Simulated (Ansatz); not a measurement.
HfO2 (cubic fluorite sites, Fm-3m) by several functionals

All numbers come from Ansatz 0.2.0. Non-magnetic throughout. Whether this structure exists isn't addressed.

The cell is a 3-atom cell of HfO2 built on the cubic fluorite structure (relaxed group Fm-3m); cell and atoms were relaxed with r2SCAN. The symmetry is Fm-3m (No. 225, cubic); a = 5.058 Å in the conventional setting, 10.79 Å³ an atom. Around Hf lie 8 O at 2.19 Å; around O lie 4 Hf at 2.19 Å.

```cif
data_structure
_symmetry_space_group_name_H-M 'P 1'
_symmetry_Int_Tables_number 1
_cell_length_a 3.5768
_cell_length_b 3.5768
_cell_length_c 3.5768
_cell_angle_alpha 60.000
_cell_angle_beta 60.000
_cell_angle_gamma 60.000
_cell_volume 32.36
loop_
_atom_site_label
_atom_site_type_symbol
_atom_site_fract_x
_atom_site_fract_y
_atom_site_fract_z
_atom_site_occupancy
Hf1 Hf 0.00000 0.00000 0.00000 1
O1 O 0.75000 0.75000 0.75000 1
O2 O 0.25000 0.25000 0.25000 1
```

Relaxed lattice by functional, symmetry kept:
```tsv
functional	k mesh	a (Å)	volume (Å³/atom)
PBE	8×8×8	5.098	11.04
r2SCAN	8×8×8	5.058	10.79
PBEsol	8×8×8	5.044	10.69
```

Band edges at fixed r2SCAN geometry:

| level | k mesh | gap (eV) | kind | edges | least direct gap (eV) |
| --- | --- | --- | --- | --- | --- |
| PBE | 8×8×8 | 3.80 | direct | X | 3.80 |
| PBE+SOC | 8×8×8 | 3.81 | direct | X | 3.81 |
| r2SCAN | 8×8×8 | 4.30 | direct | X | 4.30 |
| HSE06 | 6×6×6 | 5.41 | direct | X | 5.41 |
| PBE0 | 6×6×6 | 6.16 | direct | X | 6.16 |
| G0W0@PBE (96 empty bands, 120 eV, 6×6×6) | 6×6×6 | 5.12 | – | X (mesh) | – |

PBE: smearing of 0.02 eV; the others have fixed occupations.
Wave cutoffs: 420 eV, 500 eV (r2SCAN).
The G0W0 gap is PBE's gap over the path plus the quasiparticle shift read on the mesh. G0W0 values are finite-basis, finite-mesh values.

With HSE06 the gap is 5.41 eV and direct, at X. Spin-orbit coupling changes the PBE gap by 0.00 eV, to 3.81 eV; at Γ the threefold valence level splits into a fourfold and a twofold level 0.16 eV apart, the fourfold one on top.

Taking G0W0@PBE (96 empty bands, 120 eV, 6×6×6), 5.12 eV, as the yardstick (a computed one, not at the basis limit), HSE06 comes nearest, +0.29 eV off. The others: r2SCAN -0.82, PBE0 +1.04, PBE -1.32 eV. The yardstick's own error is a tenth of an eV or more. r2SCAN covers 31 % of the step from PBE to HSE06. Spin-orbit coupling moves the least or the direct gap by up to 0.01 eV, so it can be left out where a tenth of an eV counts. Among these functionals the gap stays direct.

On the PBEsol cell (a = 5.044 Å), with PBEsol: All optical modes at Γ are real, from 236 to 580 cm⁻¹ without the longitudinal term; this says nothing of other wave vectors. With the long-range field the highest mode reaches 617 cm⁻¹. ε∞: 5.38 in all directions. With the ions relaxed, ε⁰ is 36.8 in all directions. Born charges, averaged over directions: Hf +5.56, O -2.78 e.

Only the levels marked +SOC include spin-orbit coupling.

The meshes of the hybrids are coarse, so their gaps aren't converged to the digits shown.
